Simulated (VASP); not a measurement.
# CdTe (F-43m) in VASP: a series of runs

The runs below take CdTe through single point, with PBEsol.

Everything below comes from runs of VASP 6.6.1. Logs are shortened: lines on timing, memory, paths and dates and some standing lists are left out, and cuts for length are marked.

**The experiment to reproduce.**

A printed reference work, data compilation reports, for a bulk crystal of CdTe at 0 K: band gap 1.607 eV.

How close the calculation comes is told below.

### 1 The crystal as given

The structure is cubic, space group F-43m (No. 216). The conventional cell has a = 6.495 Å, b = 6.495 Å, c = 6.495 Å, α = 90.00°, β = 90.00°, γ = 90.00°. Cd (site symmetry -43m) is surrounded by 4 Te at 2.81 Å. Around Te (site symmetry -43m) lie 4 Cd at 2.81 Å.

The cell is a database's computed one.

### 2 Single point, PBEsol

File INCAR:

```
SYSTEM = CdTe
ALGO = Fast ; EDIFF = 1E-6
ENCUT = 700 ; GGA = PS
ISIF = 2 ; ISMEAR = 0
LASPH = .TRUE. ; LCHARG = .FALSE.
LREAL = .FALSE. ; LWAVE = .FALSE.
NBANDS = 16 ; NELM = 100
PREC = Accurate ; SIGMA = 0.02
```

File KPOINTS:

```
k-points
0
G
  10 10 10
  0 0 0
```

File POSCAR:

```
CdTe
1.0
    0.0000000000      3.2476700000      3.2476700000
    3.2476700000      0.0000000000      3.2476700000
    3.2476700000      3.2476700000      0.0000000000
Cd Te
1 1
Direct
    0.0000000000      0.0000000000      0.0000000000
    0.7500000000      0.7500000000      0.7500000000
```

Potentials or basis: VASP PAW PBE potentials, release 64 (Cd, Te).

Command:

```bash
> cat potpaw_PBE.64/Cd/POTCAR potpaw_PBE.64/Te/POTCAR > POTCAR
> mpirun -np 1 vasp_std > vasp.out
```

OUTCAR:

```text
SYSTEM = CdTe
   EDIFF = 1E-6
   ENCUT = 700
   GGA = PS
   ISIF = 2
   ISMEAR = 0
   LASPH = .TRUE.
   LREAL = .FALSE.
   NELM = 100
   PREC = Accurate

 ion  position               nearest neighbor table
   1  0.000  0.000  0.000-   2 2.81   2 2.81   2 2.81   2 2.81
   2  0.750  0.750  0.750-   1 2.81   1 2.81   1 2.81   1 2.81

  LATTYP: Found a face centered cubic cell.
 ALAT       =     6.4953400000

  Lattice vectors:

 A1 = (   0.0000000000,   3.2476700000,   3.2476700000)
 A2 = (   3.2476700000,   0.0000000000,   3.2476700000)
 A3 = (   3.2476700000,   3.2476700000,   0.0000000000)

Analysis of symmetry for initial positions (statically):
=====================================================================
 Subroutine PRICEL returns:
 Original cell was already a primitive cell.

 Routine SETGRP: Setting up the symmetry group for a
 face centered cubic supercell.

 Subroutine GETGRP returns: Found 24 space group operations
 (whereof 24 operations were pure point group operations)
 out of a pool of 48 trial point group operations.

The static configuration has the point symmetry T_d .

Analysis of symmetry for dynamics (positions and initial velocities):
=====================================================================
 Subroutine PRICEL returns:
 Original cell was already a primitive cell.

 Routine SETGRP: Setting up the symmetry group for a
 face centered cubic supercell.

 Subroutine GETGRP returns: Found 24 space group operations
 (whereof 24 operations were pure point group operations)
 out of a pool of 48 trial point group operations.

The dynamic configuration has the point symmetry T_d .

 Subroutine INISYM returns: Found 24 space group operations
 (whereof 24 operations are pure point group operations),
 and found     1 'primitive' translations

----------------------------------------------------------------------------------------

                                     Primitive cell

  volume of cell :      68.5087

  direct lattice vectors                    reciprocal lattice vectors
     0.000000000  3.247670000  3.247670000    -0.153956529  0.153956529  0.153956529
     3.247670000  0.000000000  3.247670000     0.153956529 -0.153956529  0.153956529
     3.247670000  3.247670000  0.000000000     0.153956529  0.153956529 -0.153956529

  length of vectors
     4.592898960  4.592898960  4.592898960     0.266660530  0.266660530  0.266660530

  position of ions in fractional coordinates (direct lattice)
     0.000000000  0.000000000  0.000000000
     0.750000000  0.750000000  0.750000000

  ion indices of the primitive-cell ions
   primitive index   ion index
                 1           1
                 2           2

----------------------------------------------------------------------------------------

 KPOINTS: k-points

Automatic generation of k-mesh.
 Grid dimensions read from file:
 generate k-points for:   10   10   10

 Generating k-lattice:

  Cartesian coordinates                     Fractional coordinates (reciprocal lattice)
    -0.015395653  0.015395653  0.015395653     0.100000000  0.000000000  0.000000000
     0.015395653 -0.015395653  0.015395653     0.000000000  0.100000000  0.000000000
     0.015395653  0.015395653 -0.015395653     0.000000000  0.000000000  0.100000000

  Length of vectors
     0.026666053  0.026666053  0.026666053

  Shift w.r.t. Gamma in fractional coordinates (k-lattice)
     0.000000000  0.000000000  0.000000000

 Subroutine IBZKPT returns following result:
 ===========================================

 Found     47 irreducible k-points:

 Following reciprocal coordinates:
            Coordinates               Weight
  0.000000  0.000000  0.000000      1.000000
  0.100000  0.000000  0.000000      8.000000
  0.200000  0.000000  0.000000      8.000000
  0.300000  0.000000  0.000000      8.000000
  0.400000  0.000000  0.000000      8.000000
  0.500000  0.000000  0.000000      4.000000
[... 16 lines left out ...]
  0.300000  0.300000  0.000000      6.000000
  0.400000  0.300000  0.000000     24.000000
 [... further k-points ...]
   k-points           NKPTS =     47   k-points in BZ     NKDIM =     47   number of bands    NBANDS=     16
   number of dos      NEDOS =    301   number of ions     NIONS =      2
   total plane-waves  NPLWV =  64000
   dimension x,y,z NGX =    40 NGY =   40 NGZ =   40
   dimension x,y,z NGXF=    80 NGYF=   80 NGZF=   80
   ions per type =               1   1
   NGX,Y,Z   is equivalent  to a cutoff of  14.48, 14.48, 14.48 a.u.
   NGXF,Y,Z  is equivalent  to a cutoff of  28.96, 28.96, 28.96 a.u.
 SYSTEM =  CdTe
   PREC   = accura    normal or accurate (medium, high low for compatibility)
   ISTART =      0    job   : 0-new  1-cont  2-samecut
   ICHARG =      2    charge: 1-file 2-atom 10-const
   ISPIN  =      1    spin polarized calculation?
   LNONCOLLINEAR =      F non collinear calculations
   LSORBIT =      F    spin-orbit coupling
   LASPH  =      T    aspherical Exc in radial PAW
   ENCUT  =  700.0 eV  51.45 Ry    7.17 a.u.   9.91  9.91  9.91*2*pi/ulx,y,z
   NELM   =    100;   NELMIN=  2; NELMDL= -5     # of ELM steps
   EDIFF  = 0.1E-05   stopping-criterion for ELM
   LREAL  =      F    real-space projection
   EDIFFG = 0.1E-04   stopping-criterion for IOM
   NSW    =      0    number of steps for IOM
   IBRION =     -1    ionic relax: 0-MD 1-quasi-New 2-CG
   NFREE  =      0    steps in history (QN), initial steepest desc. (CG)
   ISIF   =      2    stress and relaxation
   ISYM   =      2    0-nonsym 1-usesym 2-fastsym
   POTIM  = 0.5000    time-step for ionic-motion
   TEBEG  =    0.0;   TEEND  =   0.0 temperature during run
   PSTRESS=    0.0 pullay stress
   NELECT =      18.0000    total number of electrons
   NUPDOWN=      -1.0000    fix difference up-down
   EMIN   =  10.00;   EMAX   =-10.00  energy-range for DOS
   EFERMI =   0.00;   METHOD = LEGACY
   ISMEAR =     0;   SIGMA  =   0.02  broadening in eV -4-tet -1-fermi 0-gaus
   EFERMI_NEDOS =   21; number of points for ismear=-14 and -15
   IALGO  =     68    algorithm
   IMIX   =      4    mixing-type and parameters
     AMIX     =   0.40;   BMIX     =  1.00
     AMIX_MAG =   1.60;   BMIX_MAG =  1.00
  volume/ion in A,a.u.               =      34.25       231.16
  Fermi-wavevector in a.u.,A,eV,Ry     =   1.048537  1.981448 14.958652  1.099430
  Thomas-Fermi vector in A             =   2.183463
   LORBIT       =      0    0 simple, 1 ext, 2 COOP (PROOUT), +10 PAW based schemes
   GGA     = PS    functional components
   LHFCALC =     F    Hartree Fock is set to
   AEXX    =    0.0000 exact exchange contribution
   IVDW    =     0    specifies the selected vdW correction
   LEPSILON=     F    determine dielectric tensor
   LRPA    =     F    only Hartree local field effects (RPA)
 non-spin polarized calculation
 RMM-DIIS sequential band-by-band and
 Gauss-broadening in eV      SIGMA  =   0.02
  energy-cutoff  :      700.00
  volume of cell :       68.51
 maximum number of plane-waves:      2900
   NGX = 19   NGY = 19   NGZ = 19

 number of electron      17.9999998 magnetization

 Free energy of the ion-electron system (eV)
  ---------------------------------------------------
  ext. energy  EPLUGINS =         0.00000000
  ---------------------------------------------------
  free energy    TOTEN  =        -5.49071064 eV

  energy without entropy =       -5.49071064  energy(sigma->0) =       -5.49071064

 E-fermi :   2.2559     XC(G=0):  -8.7524

 val. band max:        2.1501813010   @ k =   0.0000   0.0000   0.0000
 cond. band min:       2.7930634354   @ k =   0.0000   0.0000   0.0000
 fundamental gap:      0.6428821343
 Fermi energy:         2.2558633424

 k-point     1 :       0.0000    0.0000    0.0000
  band No.  band energies     occupation
      1      -9.0242      2.00000
      2      -6.0824      2.00000
      3      -6.0824      2.00000
      4      -6.0824      2.00000
      5      -5.8222      2.00000
      6      -5.8222      2.00000
[... 8 lines left out ...]
     15      11.4836      0.00000
     16      11.4836      0.00000

 k-point     2 :       0.1000    0.0000    0.0000
  band No.  band energies     occupation
      1      -8.9861      2.00000
      2      -6.0751      2.00000
      3      -6.0751      2.00000
      4      -6.0544      2.00000
      5      -5.8229      2.00000
      6      -5.8229      2.00000
[... 8 lines left out ...]
     15      10.8876      0.00000
     16      10.8876      0.00000

 k-point     3 :       0.2000    0.0000    0.0000
  band No.  band energies     occupation
      1      -8.8857      2.00000
      2      -6.0571      2.00000
      3      -6.0571      2.00000
      4      -5.9626      2.00000
      5      -5.8234      2.00000
      6      -5.8234      2.00000
[... 8 lines left out ...]
     15      10.4995      0.00000
     16      10.4995      0.00000

 k-point     4 :       0.3000    0.0000    0.0000
  band No.  band energies     occupation
      1      -8.7613      2.00000
      2      -6.0373      2.00000
      3      -6.0373      2.00000
      4      -5.8211      2.00000
      5      -5.8211      2.00000
      6      -5.7964      2.00000
[... 8 lines left out ...]
     15      10.7451      0.00000
     16      10.7451      0.00000
[... 324 lines left out ...]
 k-point    22 :      -0.2000    0.2000    0.0000
  band No.  band energies     occupation
      1      -8.7197      2.00000
      2      -6.0274      2.00000
      3      -6.0158      2.00000
      4      -5.8365      2.00000
      5      -5.8327      2.00000
      6      -5.7310      2.00000
[... 8 lines left out ...]
     15      11.6162      0.00000
     16      12.2864      0.00000

 k-point    23 :       0.3000    0.3000    0.0000
  band No.  band energies     occupation
      1      -8.6772      2.00000
      2      -5.9799      2.00000
      3      -5.9799      2.00000
      4      -5.9129      2.00000
      5      -5.8022      2.00000
      6      -5.7146      2.00000
[... 8 lines left out ...]
     15      12.2346      0.00000
     16      13.5006      0.00000

 k-point    24 :       0.4000    0.3000    0.0000
  band No.  band energies     occupation
      1      -8.6004      2.00000
      2      -5.9686      2.00000
      3      -5.9596      2.00000
      4      -5.9006      2.00000
      5      -5.7995      2.00000
      6      -5.5743      2.00000
[... 8 lines left out ...]
     15      12.6368      0.00000
     16      13.7087      0.00000

 [... further k-points ...]

------------------------ aborting loop because EDIFF is reached ----------------------------------------

  FORCE on cell =-STRESS in cart. coord.  units (eV):
  Direction    XX          YY          ZZ          XY          YZ          ZX
  --------------------------------------------------------------------------------------
  -------------------------------------------------------------------------------------
  Total        0.0031226      0.0031226      0.0031226     -0.0000000      0.0000000     -0.0000000
  in kB        0.0730264      0.0730264      0.0730264     -0.0000000      0.0000000     -0.0000000
  external PRESSURE =       0.0730264 kB  Pullay stress =       0.0000000 kB

 VOLUME and BASIS-vectors are now :
 -----------------------------------------------------------------------------
  energy-cutoff  :      700.00
  volume of cell :       68.51
      direct lattice vectors                 reciprocal lattice vectors
     0.000000000  3.247670000  3.247670000    -0.153956529  0.153956529  0.153956529
     3.247670000  0.000000000  3.247670000     0.153956529 -0.153956529  0.153956529
     3.247670000  3.247670000  0.000000000     0.153956529  0.153956529 -0.153956529

 POSITION                                       TOTAL-FORCE (eV/Angst)
 -----------------------------------------------------------------------------------
      0.00000      0.00000      0.00000        -0.000000     -0.000000     -0.000000
      4.87150      4.87150      4.87150         0.000000      0.000000      0.000000
 -----------------------------------------------------------------------------------
    total drift:                                0.000000      0.000000      0.000000

  FREE ENERGIE OF THE ION-ELECTRON SYSTEM (eV)
  ---------------------------------------------------
  free  energy   TOTEN  =        -5.4907106410 eV

  energy  without entropy=       -5.4907106410  energy(sigma->0) =       -5.49071064
```

Run time: 30 s. Hardware: 1 thread of Intel Xeon 6975P-C (Granite Rapids), shared host; peak memory 0.29 GiB.

Results:

```
Free energy            : -5.4907 eV
Pressure               : 0.0 GPa
Band gap on the k mesh : 0.64 eV, direct
```

Levels at points of the mesh, in eV from the valence-band top:
```
           k point  band 7  band 8  band 9  band 10  band 11  band 12
(0.00, 0.00, 0.00)    0.00    0.00    0.00     0.64     4.55     4.55
(0.50, 0.00, 0.00)   -4.44   -0.77   -0.77     1.73     5.13     5.13
(0.50, 0.50, 0.00)   -4.32   -1.86   -1.86     2.51     2.60     8.69
```

Caveat: the PAW data sets were made with another functional, which shifts forces and pressure a little; spin-orbit coupling is left out, which moves the levels of the heavy elements.

### 3 Single point, PBEsol

Changes to INCAR since step 2:

```diff
@@ -2,3 +2,3 @@
 ALGO = Fast ; EDIFF = 1E-6
-ENCUT = 700 ; GGA = PS
+ENCUT = 520 ; GGA = PS
 ISIF = 2 ; ISMEAR = 0
```

File KPOINTS:

```
k-points
0
G
  14 14 14
  0 0 0
```

POSCAR is that of step 2.

Potentials or basis: VASP PAW PBE potentials, release 64 (Cd, Te).

Command:

```bash
> cat potpaw_PBE.64/Cd/POTCAR potpaw_PBE.64/Te/POTCAR > POTCAR
> mpirun -np 1 vasp_std > vasp.out
```

It took 42 s on 1 thread of Intel Xeon 6975P-C (Granite Rapids), shared host; peak memory 0.28 GiB.

Results (log left out):

| Quantity | Value |
| --- | --- |
| Free energy | -5.4907 eV |
| Pressure | 0.0 GPa |
| Band gap on the k mesh | 0.64 eV, direct |

Levels at points of the mesh, in eV from the valence-band top:
| k point | band 5 | band 6 | band 7 | band 8 | band 9 | band 10 | band 11 | band 12 | band 13 | band 14 |
| --- | --- | --- | --- | --- | --- | --- | --- | --- | --- | --- |
| (0.00, 0.00, 0.00) | -7.97 | -7.97 | 0.00 | 0.00 | 0.00 | 0.64 | 4.55 | 4.55 | 4.55 | 7.29 |
| (0.50, 0.00, 0.00) | -7.96 | -7.63 | -4.44 | -0.77 | -0.77 | 1.73 | 5.13 | 5.13 | 6.93 | 8.50 |
| (0.50, 0.50, 0.00) | -7.94 | -7.50 | -4.32 | -1.86 | -1.86 | 2.51 | 2.60 | 8.69 | 9.04 | 9.04 |

Caveat: the PAW data sets were made with another functional, which shifts forces and pressure a little; spin-orbit coupling is left out, which moves the levels of the heavy elements.

### 4 Against experiment

Step 2. Against the measured gap of CdTe, 1.607 eV (0 K; a printed reference work, data compilation), the calculated 0.64 eV is off by -0.96 eV. Spin-orbit coupling on Cd, Te is left out. The value is that of PBEsol, without temperature or zero-point motion. Semilocal functionals fall short of measured gaps as a rule. The cell is a database's relaxed one, not the measured one, which moves gaps too.

Step 3. A measured gap of CdTe is 1.607 eV (0 K; a printed reference work, data compilation); the calculated 0.64 eV misses it by -0.96 eV. Spin-orbit coupling on Cd, Te is left out. The value is that of PBEsol, without temperature or zero-point motion. Semilocal functionals fall short of measured gaps as a rule. The cell is a database's relaxed one, not the measured one, which moves gaps too.
